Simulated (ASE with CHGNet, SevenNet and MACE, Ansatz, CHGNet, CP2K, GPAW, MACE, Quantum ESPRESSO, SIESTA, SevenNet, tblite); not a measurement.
**Running ScB2(011) slab (81 atoms) with machine-learned potentials**

Wanted: machine-learned potentials inputs and outputs for ScB2(011) slab (81 atoms), checked against a plane-wave reference.

Program: ASE with CHGNet, SevenNet and MACE. Level of theory: the method is named at each step. Results are calculated unless marked as measured.

## (1) The starting structure

The cell holds 81 atoms: 27 Sc and 54 B. Cell: a = 9.450 Å, b = 14.171 Å, c = 19.031 Å, α = 90.0°, β = 90.0°, γ = 70.5°. It derives from ScB2 (P6/mmm (measured, COD)). P6/mmm (COD entry) ScB2 (cell 3.15, 3.15, 3.52, 90, 90, 120), (011) slab of 3 repeat layers, 3 x 3 surface cells, 14 Å of vacuum; atoms within 1.94 Å of the bottom held; every coordinate displaced by a Gaussian of 0.09 Å. Then every atom was moved at random, 0.05 Å r.m.s. a Cartesian component. Vacuum lies along c.

The yardstick, on the same geometry:

```
method                 : Kohn-Sham DFT, PBE, PAW, plane waves (Ansatz 0.2.0); cutoff 420 eV, Γ point, fermi-dirac smearing of 0.05 eV; PAW set soft_2
r.m.s. force component : 1.457 eV/Å
longest force          : 5 eV/Å
SCF cycles             : 11
time                   : 14 s on 8 threads of Arm Neoverse V2, shared host
CPU time               : 1.7 min
```

## (2) CHGNet r2SCAN potential

Method: machine-learned interatomic potential CHGNet r2SCAN, trained on r2SCAN plane-wave data.

Contents of run.py:

```python
import numpy as np
from ase.io import read
import mlip  # loads the published weights by name

atoms = read("structure.xyz")
atoms.calc = mlip.calc("chgnet-r2scan")
energy = atoms.get_potential_energy()
forces = atoms.get_forces()
print(f"energy {energy:.6f} eV")
print("forces (eV/A)")
for i, (a, f) in enumerate(zip(atoms, forces)):
    print(f"{i:4d} {a.symbol:2s} {f[0]:10.5f} {f[1]:10.5f} {f[2]:10.5f}")
```

Contents of structure.xyz:

```xyz
81
Lattice="9.45000 0.00000 0.00000 4.72500 13.36003 0.00000 0.00000 0.00000 19.03125" Properties=species:S:1:pos:R:3 pbc="T T T"
Sc 10.83740 4.48109 7.31352
B 9.44660 2.26453 7.73811
B 1.41263 1.81736 7.01701
Sc 1.50203 1.70327 9.52438
B 1.47434 4.05624 10.00549
B 9.24125 3.50060 9.22254
Sc 9.16900 3.20414 11.67358
B 1.26975 1.39733 11.88977
B 9.47533 0.69312 11.42617
Sc 4.47552 4.27174 7.26213
B 2.93352 2.61416 7.62582
B 4.67217 1.90167 6.99360
Sc 4.41655 1.64702 9.65950
B 4.45048 3.95831 9.76779
B 3.05207 3.60908 9.14356
Sc 2.97840 3.39786 11.67929
B 4.58183 1.39452 12.17048
B 3.02976 0.62178 11.26802
Sc 12.57082 8.97380 7.50402
B 10.99782 6.77888 7.73354
B 2.96154 6.47801 6.94165
Sc 3.05471 6.14241 9.44407
B 12.38645 8.45677 9.88997
B 10.88470 8.02911 9.14927
Sc 10.95723 7.55977 11.60297
B 2.97840 5.79785 12.06258
B 10.75481 5.14668 11.24633
Sc 7.79899 4.39919 7.38964
B 5.98615 2.39826 7.81290
B 7.77097 1.78877 7.03281
Sc 7.81420 1.59198 9.67796
B 7.64292 3.96272 9.88883
B 6.16282 3.42097 9.31637
Sc 6.34421 3.19238 11.59479
B 7.77366 1.26252 12.11529
B 6.03883 0.56139 11.55654
Sc 6.22911 8.88215 7.24158
B 4.69159 6.80466 7.67055
B 6.22717 6.25757 7.02424
Sc 6.17491 5.95483 9.57158
B 6.22849 8.57260 9.65798
B 4.81643 7.96057 9.02253
Sc 4.67203 7.74441 11.71716
B 6.02924 5.67734 11.99406
B 4.51691 5.29191 11.27811
Sc 14.05806 13.34627 7.26575
B 12.47712 11.17967 7.70100
B 4.57526 10.84474 6.84497
Sc 4.80632 10.30072 9.47909
B 13.95581 13.11167 9.88921
B 12.49186 12.55335 9.14870
Sc 12.52753 12.26143 11.71411
B 4.50652 10.37754 11.99996
B 12.23071 9.58141 11.16145
Sc 9.26908 8.94254 7.45397
B 7.67042 6.84047 7.71603
[... 21 atom lines left out ...]
B 9.37005 12.49537 9.03356
Sc 9.32276 12.19089 11.52989
B 10.79625 10.17527 12.20569
B 9.55163 9.66745 11.34681
```

The run is started by

```console
$ OMP_NUM_THREADS=1 python run.py > output.txt
```

The program printed:

```text
CHGNet vr2scan initialized with 412,525 parameters
CHGNet will run on cpu
energy -735.445068 eV
forces (eV/A)
   0 Sc   -0.27120   -1.05361   -0.21686
   1 B    -2.74074    1.32198   -0.38372
   2 B     1.31171    1.32300    0.84316
   3 Sc   -0.29380   -0.89802   -0.09674
   4 B    -0.84659    0.06550   -2.07366
   5 B     0.89749    0.40284   -0.44964
   6 Sc    1.47798    0.92460    1.42132
   7 B     4.76540   -0.18551    0.37839
   8 B    -4.58865   -0.20334   -0.81256
   9 Sc    1.02483    0.92153   -0.63344
  10 B     0.66304   -2.29083   -0.96186
  11 B    -2.51920    0.21040    0.97811
  12 Sc    1.60888   -0.96723   -1.07784
  13 B     3.04132    1.67667    1.47197
  14 B    -2.73128   -0.32307   -0.88225
  15 Sc    0.23841   -0.78030    1.45863
  16 B    -0.58068   -1.65631   -1.74610
  17 B    -1.04518    1.94288    1.44943
  18 Sc   -0.66740   -1.78444   -1.89790
  19 B    -2.12334    1.61657   -0.92540
  20 B     1.74801   -0.40313    1.23704
  21 Sc    0.10919   -0.96034    0.33420
  22 B     1.19558    0.65007   -0.23441
  23 B     0.23647   -0.96608   -0.46982
[...]
73 B     1.69385    0.38059   -0.40175
  74 B     0.94757    0.36263    0.72385
  75 Sc    0.40031    1.34236    1.15389
  76 B    -2.76873   -0.25205    1.46024
  77 B     0.08260    0.07478    0.86554
  78 Sc   -0.07138   -0.39263    1.27439
  79 B     2.42648   -0.02616   -1.37371
  80 B    -3.73935   -1.06485   -0.36530
```

Elapsed: 5.9 s, on 1 thread of Arm Neoverse V2, shared host; peak memory 1.3 GiB.

Banners, paths, timers and routine set-up lines are dropped from the logs unmarked, and long logs keep their key lines alone; longer cuts are marked.

Compared with the plane-wave run:

* r.m.s. force component: 1.327 eV/Å
* r.m.s. difference of force components: 449 meV/Å
* longest difference of force vectors: 1494 meV/Å
* force difference over r.m.s. force: 30.81 %
* slope of forces against the reference's: 0.8672
* correlation of force components: 0.9523

Length of the force difference by element (eV/Å):

```csv
element,atoms,mean,most
B,54,0.71,1.3
Sc,27,0.68,1.5
```

The surroundings of B71, which has 5 bonded neighbours where the commonest count for B is 8, nearest first, numbered as they follow in the input and with coordinates relative to it.

```csv
atom,x,y,z,distance (Å),bonds,Fx,Fy,Fz (eV/Å)
B71,0.00,0.00,0.00,0.00,5,0.51,-2.23,-1.76
B72,-1.58,-0.83,-0.86,1.98,8,1.28,2.43,1.43
B81,1.93,-0.66,-0.76,2.18,7,-3.74,-1.06,-0.37
Sc70,-1.54,1.81,-0.27,2.39,9,0.97,0.19,-0.27
Sc67,0.24,0.12,-2.55,2.56,12,-0.68,0.30,0.56
Sc79,1.70,1.86,-0.57,2.59,9,-0.07,-0.39,1.27
Sc61,0.09,-2.67,-0.41,2.71,9,0.25,0.79,0.99
B53,-3.11,0.05,-0.10,3.11,5,-0.18,-2.65,-1.74
B80,3.18,-0.16,0.10,3.18,6,2.43,-0.03,-1.37
```

Atoms are counted from 1 here, from 0 in the log.

Forces lie 31 % from the reference's, at 0.037 times its CPU time (on 1 against 8 cores).

## (3) SevenNet l3i5 potential

Method: machine-learned interatomic potential SevenNet l3i5, trained on PBE(+U) plane-wave data.

Edit run.py of step 2 so:

```diff
@@ -5,3 +5,3 @@
 atoms = read("structure.xyz")
-atoms.calc = mlip.calc("chgnet-r2scan")
+atoms.calc = mlip.calc("7net-l3i5")
 energy = atoms.get_potential_energy()
```

structure.xyz is that of step 2.

The program printed:

```text
energy -547.809082 eV
forces (eV/A)
   0 Sc   -0.17093   -1.15358   -0.03221
   1 B    -2.52616    1.28827   -0.34192
   2 B     1.34240    1.31334    1.84590
   3 Sc   -0.45864   -0.86334   -0.37358
   4 B    -1.07495    0.24273   -1.59306
   5 B     1.01939    0.33241   -0.83426
   6 Sc    1.97002    0.77978    1.06063
   7 B     4.78803    0.43467    0.24264
   8 B    -5.12087   -0.40697   -0.97638
   9 Sc    1.33079    1.20823   -0.39559
  10 B    -0.25783   -2.14924   -0.83861
  11 B    -1.85697   -0.27554    1.68414
  12 Sc    2.14374   -1.23081   -1.54079
  13 B     3.11923    2.34522    2.02145
  14 B    -2.99197   -0.56828   -0.99123
  15 Sc    0.21600   -1.00250    1.40382
  16 B    -0.06364   -1.67681   -2.94612
  17 B    -0.84734    1.62621    1.51157
  18 Sc   -0.76127   -2.70107   -1.84275
  19 B    -2.27336    1.42099   -0.63244
  20 B     1.72569   -0.32940    1.73611
  21 Sc    0.14104   -1.12043    0.69470
  22 B     1.16860    0.96397    0.41110
  23 B     0.29446   -0.94488   -0.82343
[...]
73 B     2.24525    0.16714   -0.23116
  74 B     1.46412    0.20493    1.02431
  75 Sc    0.19734    1.45437    1.40611
  76 B    -2.92162   -0.67209    1.38261
  77 B    -0.44597   -0.01719    0.81095
  78 Sc   -0.30406   -0.66927    1.37192
  79 B     2.33314   -0.34567   -2.89322
  80 B    -3.40399   -0.66164   -0.34272
```

It took 11 s on 1 thread; peak memory 1.4 GiB.

Against the reference:

```yaml
r_m_s_force_component: 1.467 eV/Å
r_m_s_difference_of_force_components: 318.9 meV/Å
longest_difference_of_force_vectors: 1294 meV/Å
force_difference_over_r_m_s_force: 21.88 %
slope_of_forces_against_the_reference_s: 0.9829
correlation_of_force_components: 0.9762
```

Against the first run (31 %), the force difference from the reference is 22 %, at 2.3 times the CPU time.

## (4) MACE MP-0b2 small potential

Method: machine-learned interatomic potential MACE MP-0b2 small, trained on PBE(+U) plane-wave data.

Edit run.py of step 3 so:

```diff
@@ -5,3 +5,3 @@
 atoms = read("structure.xyz")
-atoms.calc = mlip.calc("7net-l3i5")
+atoms.calc = mlip.calc("mace-mp-0b2-small")
 energy = atoms.get_potential_energy()
```

structure.xyz is that of step 3.

The program printed:

```text
energy -550.828821 eV
forces (eV/A)
   0 Sc   -0.16970   -1.44037   -0.11968
   1 B    -2.68515    1.84093    0.08279
   2 B     1.33778    1.39603    1.35576
   3 Sc   -0.43428   -1.08542   -0.45887
   4 B    -1.15690    0.07443   -2.17669
   5 B     1.28290    0.06458   -0.82034
   6 Sc    1.78704    1.00699    1.08149
   7 B     5.29587    0.33644    0.69065
   8 B    -5.19298   -0.45877   -1.34041
   9 Sc    1.13970    1.62191   -0.18930
  10 B     0.18709   -2.42316   -0.39899
  11 B    -1.99359   -0.56145    1.04085
  12 Sc    1.78679   -1.25038   -1.29008
  13 B     3.60634    2.59997    2.24630
  14 B    -3.26412   -0.64053   -1.20211
  15 Sc    0.19650   -1.11124    1.23261
  16 B    -0.46205   -1.69981   -2.47710
  17 B    -0.92693    1.70899    1.35137
  18 Sc   -0.74971   -2.65066   -1.66114
  19 B    -2.29275    1.81858   -0.15900
  20 B     1.69321   -0.65320    1.41177
  21 Sc    0.28391   -1.16643    0.07702
  22 B     1.02034    0.89186   -0.22630
  23 B     0.39530   -1.17902   -0.60981
[...]
73 B     2.01676    0.52783    0.03648
  74 B     1.50322   -0.22819    0.71901
  75 Sc    0.32741    1.45853    0.75446
  76 B    -3.12735   -0.64854    1.41131
  77 B    -0.33840   -0.01546    0.95318
  78 Sc   -0.37792   -0.69025    1.07965
  79 B     2.10114   -0.17501   -1.64729
  80 B    -3.61273   -0.94959   -0.36888
```

The job ended after 5.4 s (1 thread; peak memory 0.67 GiB).

Numbers from this run, and their distance from the reference:

```
r.m.s. force component                  : 1.476 eV/Å
r.m.s. difference of force components   : 393.6 meV/Å
longest difference of force vectors     : 1445 meV/Å
force difference over r.m.s. force      : 27.02 %
slope of forces against the reference's : 0.9769
correlation of force components         : 0.9641
```

Against the first run (31 %), the force difference from the reference is 27 %, at 1.4 times the CPU time.

## (5) The ladder

Differences are against the plane-wave reference, forces as r.m.s. over components; share is that over the reference's r.m.s. force, slope the least-squares factor from reference forces to these. Total energies of different programs have different zeros and aren't compared.

```csv
run,"Δ force, r.m.s. (meV/Å)",share (%),slope,cores,CPU time,memory (GiB)
reference,-,-,-,8,1.7 min,2.6
CHGNet r2SCAN potential,449,30.8,0.867,1,3.9 s,1.3
SevenNet l3i5 potential,319,21.9,0.983,1,8.8 s,1.4
MACE MP-0b2 small potential,394,27.0,0.977,1,5.4 s,0.67
```

Times of the machine-learned potentials are mostly Python's start and the loading of weights.

CPU time is summed over cores on a shared host, where runs went side by side, so it is rough. Symmetry, cutoffs, thresholds, outputs and thread counts weren't matched or tuned between programs; memory under MPI is the largest rank's times the ranks.

## (6) Outcome

| Quantity | Value |
| --- | --- |
| nearest in forces | SevenNet l3i5 potential, 22 % |
| its CPU time | 8.8 s |

Machine-learned potentials differ by 22 % (SevenNet l3i5 potential) to 31 % (CHGNet r2SCAN potential); they were trained on other programs' data, some at another functional. The electron count is odd in Ansatz plane waves (reference), and they have no spin polarisation, so the unpaired electron is spread evenly over both spins. Machine-learned potentials mimic data converged in k, so the reference's own k-point error enters their differences. The published positions, changed by the recipe (random displacements or longer bonds to H), lie far from the minimum at this level of theory. The electron count is odd and the run has no spin polarisation, so levels at the top are partly filled by construction. The electronic-structure runs sample only Γ, in a cell whose shortest periodic width is 9 Å, which is coarse for a cell with partly filled levels.

[Also dropped from logs without a mark: logging warnings of Python, and SIESTA's first energy breakdown and zero terms.]

[Logs are printed without paths, hosts, clocks, repeated set-up lines and the standing remarks that a program may print on its own settings, such as how far it seeks lower states.]

[Hosts, paths, dates, database ids (printed as entryN), source tags and the programs' standing remarks are cut or masked in the printed files.]
